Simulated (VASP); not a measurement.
The system is GaP.

```xyz
2
Lattice="0.0000 2.7258 2.7258 2.7258 0.0000 2.7258 2.7258 2.7258 0.0000" Properties=species:S:1:pos:R:3 pbc="T T T"
Ga    0.0000    0.0000    0.0000
P     1.3629    1.3629    1.3629
```

The cell is a database's computed one.

| Quantity | Value |
| --- | --- |
| Program | VASP 6.6.1 |
| Task | relaxation of cell and atoms |
| Functional | PBE |
| Potentials or basis | VASP PAW PBE potentials, release 64 (Ga_d, P) |
| Cutoff | 600 eV |
| k mesh | 8 × 8 × 8 |
| Occupations | gaussian, width 0.02 eV |
| Spin | no spin polarisation |

At the start: pressure 2.4 GPa; volume 20.25 Å³/atom.

**Question.** Where does the relaxation end?

**Answer.** Over 3 steps the energy falls by 4.4 meV/atom and the volume is 20.86 Å³/atom (+3.0 %); space group F-43m (No. 216, to 0.05 Å).

Step by step:
```tsv
step	energy change (eV)	largest force (eV/Å)	pressure (GPa)	volume (Å³)
1	0.0000	0.0000	2.41	40.51
2	-0.0068	0.0000	-1.04	42.32
3	-0.0088	0.0000	0.00	41.71
```

Final structure:
```yaml
crystal:
  lattice:
    - [0.00000, 2.75266, 2.75266]
    - [2.75266, 0.00000, 2.75266]
    - [2.75266, 2.75266, 0.00000]
  atoms:
    - { symbol: Ga, position: [0.00000, 0.00000, 0.00000] }
    - { symbol: P, position: [0.25000, 0.25000, 0.25000] }
```
